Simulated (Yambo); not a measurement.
# GaN (F-43m) in Yambo: a series of runs, part 2 of 2

Yambo 5.3.0. Earlier steps stand in the parts before.

**4. Optical spectrum by the Bethe-Salpeter equation, PBEsol (cell squeezed)**

bse2.in reads:

```
optics
bse
bss
rim_cut
em1s
RandQpts= 1000000
RandGvec= 50 RL
Chimod= "HARTREE"
% BndsRnXs
 1 | 34 |
%
NGsBlkXs= 5 Ry
% LongDrXs
 1 | 0 | 0 |
%
BSKmod= "SEX"
BSEmod= "retarded"
BSSmod= "d"
% BSEQptR
 1 | 1 |
%
% BSEBands
 8 | 11 |
%
BSENGexx= 20 Ry
BSENGBlk= 5 Ry
% BEnRange
 0 | 20 | eV
%
% BDmRange
 0.1 | 0.1 | eV
%
BEnSteps= 200
% BLongDir
 1 | 0 | 0 |
%
BSEprop= "abs"
WRbsWF
% KfnQP_E
 0.47 | 1.0 | 1.0 |
%
```

scf.in reads:

```
&CONTROL
  calculation = 'scf'
  prefix = 'pwscf'
  outdir = './tmp'
  pseudo_dir = './pseudo'
/
&SYSTEM
  ibrav = 0
  nat = 2
  ntyp = 2
  ecutwfc = 84
  nbnd = 15
  occupations = 'smearing'
  smearing = 'fd'
  degauss = 0.00367493
  force_symmorphic = .true.
/
&ELECTRONS
  conv_thr = 4d-10
  electron_maxstep = 120
  mixing_beta = 0.5
/
ATOMIC_SPECIES
Ga    69.7230 Ga.upf
N     14.0070 N.upf
CELL_PARAMETERS angstrom
   0.0000000000    2.1917295107    2.1917295107
   2.1917295107    0.0000000000    2.1917295107
   2.1917295107    2.1917295107    0.0000000000
ATOMIC_POSITIONS crystal
Ga     0.0000000000    0.0000000000    0.0000000000
N      0.2500000000    0.2500000000    0.2500000000
K_POINTS automatic
10 10 10 0 0 0
```

nscf.in reads:

```
&CONTROL
  calculation = 'nscf'
  prefix = 'pwscf'
  outdir = './tmp'
  pseudo_dir = './pseudo'
/
&SYSTEM
  ibrav = 0
  nat = 2
  ntyp = 2
  ecutwfc = 84
  nbnd = 89
  occupations = 'fixed'
  force_symmorphic = .true.
/
&ELECTRONS
  conv_thr = 1d-08
  diago_full_acc = .true.
  diago_thr_init = 1d-06
/
ATOMIC_SPECIES
Ga    69.7230 Ga.upf
N     14.0070 N.upf
CELL_PARAMETERS angstrom
   0.0000000000    2.1917295107    2.1917295107
   2.1917295107    0.0000000000    2.1917295107
   2.1917295107    2.1917295107    0.0000000000
ATOMIC_POSITIONS crystal
Ga     0.0000000000    0.0000000000    0.0000000000
N      0.2500000000    0.2500000000    0.2500000000
K_POINTS automatic
6 6 6 0 0 0
```

Potentials or basis: PseudoDojo 0.4.1 SR PBEsol standard.

Launch:

```sh
> OMP_NUM_THREADS=1 pw.x -in scf.in > scf.out
> OMP_NUM_THREADS=1 pw.x -in nscf.in > nscf.out
> cd tmp/pwscf.save; p2y; mv SAVE ../..; cd ../..
> OMP_NUM_THREADS=1 yambo
> mkdir -p bse2; ln -s $PWD/g0w00/ndb.RIM bse2/
> OMP_NUM_THREADS=1 yambo -F bse2.in -J bse2 -C bse2_out
> OMP_NUM_THREADS=1 ypp -J bse2 -C bse2_out -e s -b 1
```

Yambo's report:

```text
[... sections 02.01 to 02.04 as in the set-up run ...]

  [02.05] Energies & Occupations
  ==============================

  [X] === General ===
  [X] Electronic Temperature                        :  0.000000  0.000000 [eV K]
  [X] Bosonic    Temperature                        :  0.000000  0.000000 [eV K]
  [X] Finite Temperature mode                       : no
  [X] El. density                                   :  0.85483E+24 [cm-3]
  [X] Fermi Level                                   :  11.86076 [eV]

  [X] === Gaps and Widths ===
  [X] Conduction Band Min                           :  2.245611 [eV]
  [X] Valence Band Max                              :  0.000000 [eV]
  [X] Filled Bands                                  :   9
  [X] Empty Bands                                   :   10   89
  [X] Direct Gap                                    :  2.245611 [eV]
  [X] Direct Gap localized at k                     :  1
  [X] Indirect Gap                                  :  2.245611 [eV]
  [X] Indirect Gap between kpts                     :  1  1
  [X] Last valence band width                       :  3.827141 [eV]
  [X] 1st conduction band width                     :  4.361459 [eV]

 [03] Transferred momenta grid and indexing
 ==========================================

 [BZ sampling] Q-grid is User defined and/or read from the database

 IBZ Q-points                                      :  16
 BZ  Q-points                                      :  216

 K/Q-points units:
 rlu = crystal or reduced units; cc = cartesian coordinates; iku = interal k-units

 Q [ 1]         [rlu]:  0.000000  0.000000  0.000000
 Q [ 2]         [rlu]:  0.73456E-17 -0.20410E-16  0.16667
 Q [ 3]         [rlu]:  0.14691E-16 -0.40820E-16  0.33333
 Q [ 4]         [rlu]: -0.32120E-16  0.23392E-16 -0.50000
 Q [ 5]         [rlu]:  0.24513E-16  0.16667      0.16667
 Q [ 6]         [rlu]:  0.73456E-17  0.16667      0.33333
 Q [ 7]         [rlu]: -0.23147E-16  0.16667      0.50000
 Q [ 8]         [rlu]:  0.23392E-16  0.16667     -0.33333
 Q [ 9]         [rlu]:  0.13064E-16  0.16667     -0.16667
 Q [10]         [rlu]:  0.49027E-16  0.33333      0.33333
 Q [11]         [rlu]:  0.21223E-16  0.33333      0.50000
 Q [12]         [rlu]: -0.67221E-16  0.33333     -0.33333
 Q [13]         [rlu]: -0.55244E-16 -0.50000     -0.50000
 Q [14]         [rlu]:  0.166667  0.333333  0.500000
 Q [15]         [rlu]:  0.166667  0.333333 -0.333333
[... 263 lines left out ...]
     [K] Kernel`s coupling                            : no
     [K] Exchange                                     : no [cpl]
     [K] Correlation                                  : no [cpl]
     [K] W interaction is bare                        : no
     [K] ALDA kernel in R-space                       : no
     [K] RL vectors                                   :  229 [exchange]
     [K] RL vectors                                   :   51 [correlation]
     [K] E/h energy range                             : -1.000000 -1.000000 [eV]
     [K] Coupling range                               :  100.0000  100.0000 [o/o]
     [W] Interaction is diagonal                      : no
     [W] Matrix size                                  :   51
     [W] Bands                                        :    1   34
     [W] e/h energy range                             : -1.000000 -1.000000 [eV]
     [W] Poles                                        :  100.0000 [o/o]
     [W] RL vectors in the sum                        :  2445
     [W] [r,Vnl] included                             : yes
     [W] Field direction                              :  0.100000E-4   0.00000      0.00000
     [W] Coulomb Cutoff                               : none
     [W] Hxc Kernel                                   : HARTREE
     [RIM] RL components                              :   51 [col]
     [RIM] Random points                              :  1000000 [col]
     [SOC] Perturbative SOC                           : no
     [K] Kernel long-range exchange                   : BAR

    [08.01.05.03] Wave-Function Phases
    ==================================

    [BSE] WF phases found       :  67.41536 [o/o]

   [08.01.06] BSE solver(s) @q1
   ============================

   [08.01.07] Diago Solver @q1
   ===========================

   [WR./bse2//ndb.BS_diago_Q1]-----------------------------------------------------
    BS kernel          energies                      : Perdew, Burke & Ernzerhof SOL(X)+Perdew, Burke & Ernzerhof SOL(C)+ user defined corrections @E
    [K] Identifier                                   :   8934
    [K] Dimension                                    :   864
    [K] Bands                                        :   8  11
    [K] Exchange                                     : yes [res]
    [K] Correlation                                  : yes [res]
    [K] Kernel`s coupling                            : no
    [K] Exchange                                     : no [cpl]
    [K] Correlation                                  : no [cpl]
    [K] W interaction is bare                        : no
    [K] ALDA kernel in R-space                       : no
    [K] RL vectors                                   :  229 [exchange]
    [K] RL vectors                                   :   51 [correlation]
    [K] E/h energy range                             : -1.000000 -1.000000 [eV]
    [K] Coupling range                               :  100.0000  100.0000 [o/o]
    [W] Interaction is diagonal                      : no
    [W] Matrix size                                  :   51
    [W] Bands                                        :    1   34
    [W] e/h energy range                             : -1.000000 -1.000000 [eV]
    [W] Poles                                        :  100.0000 [o/o]
    [W] RL vectors in the sum                        :  2445
    [W] [r,Vnl] included                             : yes
    [W] Field direction                              :  0.100000E-4   0.00000      0.00000
    [W] Coulomb Cutoff                               : none
    [W] Hxc Kernel                                   : HARTREE
    [RIM] RL components                              :   51 [col]
    [RIM] Random points                              :  1000000 [col]
    [SOC] Perturbative SOC                           : no
    [K] Kernel long-range exchange                   : BAR
    [BSS] Eigenstates included                       : yes
    [BSS] Field direction                            :  0.100000E-4   0.00000      0.00000
    [BSS] Eigenstates computed                       :   864
    [BSS] Number of BSE matrices                     :  1
```

It took 2 min on 1 thread of Arm Neoverse V1, shared host; peak memory 0.29 GiB.

What came out:

| Item | Value |
| --- | --- |
| Band gap on the k mesh, mean-field level | 2.25 eV, direct |
| Exciton binding energy | 0.37 eV |
| Lowest exciton energy | 2.35 eV |
| Lowest bright exciton energy | 2.35 eV |

Dielectric function (along the field direction of the input):
| energy (eV) | real part | imaginary part |
| --- | --- | --- |
| 0.30 | 5.19 | 0.01 |
| 0.80 | 5.30 | 0.03 |
| 1.31 | 5.55 | 0.07 |
| 1.81 | 6.16 | 0.21 |
| 2.31 | 7.26 | 4.52 |
| 2.81 | 4.98 | 0.36 |
| 3.32 | 6.45 | 0.34 |
| 3.82 | 9.46 | 1.44 |
| 4.32 | 0.81 | 3.09 |
| 4.82 | 6.19 | 0.86 |
| 5.33 | 6.21 | 3.74 |
| 5.83 | 3.13 | 14.06 |
| 6.33 | 6.86 | 12.78 |
| 6.83 | 0.74 | 8.12 |
| 7.34 | -2.47 | 4.28 |
| 7.84 | -3.17 | 7.97 |
| 8.34 | -3.25 | 2.84 |
| 8.84 | 1.71 | 1.58 |
| 9.35 | -0.24 | 4.16 |
| 9.85 | -4.73 | 9.27 |
| 10.35 | -1.43 | 3.37 |
| 10.85 | -3.84 | 1.84 |
| 11.36 | -2.55 | 0.56 |
| 11.86 | -2.43 | 1.34 |
| 12.36 | -1.37 | 0.39 |
| 12.86 | -1.28 | 0.13 |
| 13.37 | -0.87 | 0.14 |
| 13.87 | -0.63 | 0.05 |
| 14.37 | -0.43 | 0.03 |
| 14.87 | -0.28 | 0.03 |
| 15.38 | -0.15 | 0.02 |
| 15.88 | -0.05 | 0.02 |
| 16.38 | 0.04 | 0.02 |
| 16.88 | 0.12 | 0.01 |
| 17.39 | 0.19 | 0.01 |
| 17.89 | 0.25 | 0.01 |
| 18.39 | 0.30 | 0.01 |
| 18.89 | 0.34 | 0.01 |
| 19.40 | 0.39 | 0.01 |
| 20.00 | 0.43 | 0.01 |

Lowest exciton energies (eV): 2.35, 2.35, 4.12, 4.13, 4.13, 4.19, 4.19, 4.19

Excitons:
```csv
energy (eV),strength (relative to the strongest)
2.350,0.36
2.351,0.22
4.123,0.44
4.129,0.37
4.129,0.74
4.187,2e-08
4.187,3.5e-09
4.187,1.1e-08
4.197,2.9e-06
4.197,4e-05
4.234,3.4e-09
4.235,8.7e-09
```

Caveat: the scissor is the correction of the direct gap in an earlier G0W0 run on the same states; exciton energies and binding change strongly with the k mesh and aren't converged on this one; spectra need much finer meshes, so this one isn't converged. A k mesh can miss the band edges.

**5. G0W0 quasiparticle levels, PBEsol (cell squeezed)**

g0w00.in reads:

```
gw0
dyson
el_el_corr
rim_cut
HF_and_locXC
ppa
em1d
RandQpts= 1000000
RandGvec= 50 RL
EXXRLvcs= 84 Ry
VXCRLvcs= 84 Ry
Chimod= "HARTREE"
% BndsRnXp
 1 | 89 |
%
NGsBlkXp= 12 Ry
% LongDrXp
 1 | 1 | 1 |
%
PPAPntXp= 27.21138 eV
% GbndRnge
 1 | 89 |
%
GTermKind= "BG"
DysSolver= "n"
ExtendOut
% QPkrange
 1 | 1 | 8 | 11 |
%
```

scf.in: that of step 4 with these lines changed.

```diff
@@ -26,5 +26,5 @@
 CELL_PARAMETERS angstrom
-   0.0000000000    2.1917295107    2.1917295107
-   2.1917295107    0.0000000000    2.1917295107
-   2.1917295107    2.1917295107    0.0000000000
+   0.0000000000    2.2230441631    2.2230441631
+   2.2230441631    0.0000000000    2.2230441631
+   2.2230441631    2.2230441631    0.0000000000
 ATOMIC_POSITIONS crystal
```

nscf.in: that of step 4 with these lines changed.

```diff
@@ -24,5 +24,5 @@
 CELL_PARAMETERS angstrom
-   0.0000000000    2.1917295107    2.1917295107
-   2.1917295107    0.0000000000    2.1917295107
-   2.1917295107    2.1917295107    0.0000000000
+   0.0000000000    2.2230441631    2.2230441631
+   2.2230441631    0.0000000000    2.2230441631
+   2.2230441631    2.2230441631    0.0000000000
 ATOMIC_POSITIONS crystal
```

Potentials or basis: PseudoDojo 0.4.1 SR PBEsol standard.

Launch:

```sh
> OMP_NUM_THREADS=1 pw.x -in scf.in > scf.out
> OMP_NUM_THREADS=1 pw.x -in nscf.in > nscf.out
> cd tmp/pwscf.save; p2y; mv SAVE ../..; cd ../..
> OMP_NUM_THREADS=1 yambo
> OMP_NUM_THREADS=1 yambo -F g0w00.in -J g0w00 -C g0w00_out
```

Yambo's report:

```text
[... sections 02.01 to 02.04 as in the set-up run ...]

  [02.05] Energies & Occupations
  ==============================

  [X] === General ===
  [X] Electronic Temperature                        :  0.000000  0.000000 [eV K]
  [X] Bosonic    Temperature                        :  0.000000  0.000000 [eV K]
  [X] Finite Temperature mode                       : no
  [X] El. density                                   :  0.81922E+24 [cm-3]
  [X] Fermi Level                                   :  11.12797 [eV]

  [X] === Gaps and Widths ===
  [X] Conduction Band Min                           :  1.969534 [eV]
  [X] Valence Band Max                              :  0.000000 [eV]
  [X] Filled Bands                                  :   9
  [X] Empty Bands                                   :   10   89
  [X] Direct Gap                                    :  1.969534 [eV]
  [X] Direct Gap localized at k                     :  1
  [X] Indirect Gap                                  :  1.969534 [eV]
  [X] Indirect Gap between kpts                     :  1  1
[... 294 lines left out ...]
   GW approximation                                 : PPA
   PPA imaginary Energy                             :  27.21138 ev
   RIM G`s                                          :   51
   RIM random pts                                   :  1000000
   dS/dw steps                                      :  2
   dS/dw step                                       :  0.100000 ev
   X G`s                                            :  137 used
   X G`s                                            :  137 disk
   X bands                                          :    1   89
   X poles                                          :  100.0000 o/o
   X e/h E range                                    : -1.000000 -1.000000 ev
   X Hxc Kernel                                     : HARTREE
   X BZ energy Double Grid                          : no
   X Optical Averaged directions                    : none
   Sc/G bands                                       :    1   89
   Sc/G damping                                     :  0.100000 ev
   Sc bands terminator                              : yes
   Sc terminator kind                               : BG
   Sc Terminator pole                               :  40.81708
   Sx RL components                                 :  1989

   QP @ state[ 1 ] K range                          :  1  1
   QP @ state[ 1 ] b range                          :   8  11
   GF energies kind                                 : Perdew, Burke & Ernzerhof SOL(X)+Perdew, Burke & Ernzerhof SOL(C)
   GF WF`s kind                                     : Perdew, Burke & Ernzerhof SOL(X)+Perdew, Burke & Ernzerhof SOL(C)
   Xs energies kind                                 : Perdew, Burke & Ernzerhof SOL(X)+Perdew, Burke & Ernzerhof SOL(C)
   Xs WF`s kind                                     : Perdew, Burke & Ernzerhof SOL(X)+Perdew, Burke & Ernzerhof SOL(C)
```

Wall time 7.3 min (1 thread of Arm Neoverse V1, shared host); peak memory 0.4 GiB.

What came out:

| Item | Value |
| --- | --- |
| Band gap on the k mesh, mean-field level | 1.97 eV, direct |
| Quasiparticle gap | 2.46 eV |
| Least direct quasiparticle gap | 2.46 eV |
| Quasiparticle gap at Γ | 2.46 eV |
| Band gap of the same states before the correction | 1.97 eV |

Quasiparticle terms (eV):
```
              k point  band  Kohn-Sham level     Vxc      Σx     Σc     Z  result
(0.000, 0.000, 0.000)     8             0.00  -18.38  -21.41   2.54  0.80   -0.39
(0.000, 0.000, 0.000)     9             0.00  -18.38  -21.41   2.53  0.80   -0.40
(0.000, 0.000, 0.000)    10             1.97  -13.89  -10.05  -3.73  0.82    2.06
(0.000, 0.000, 0.000)    11            10.51  -12.34   -7.40  -4.85  0.83   10.59
```

Caveat: the potentials hold a filled d shell without the s and p states of that shell, which can shift GW gaps by tenths of an eV, either way; this version prints the column dSc/dw multiplied by 27.2; the terminator is approximate in this version, by hundredths of an eV. A k mesh can miss the band edges.
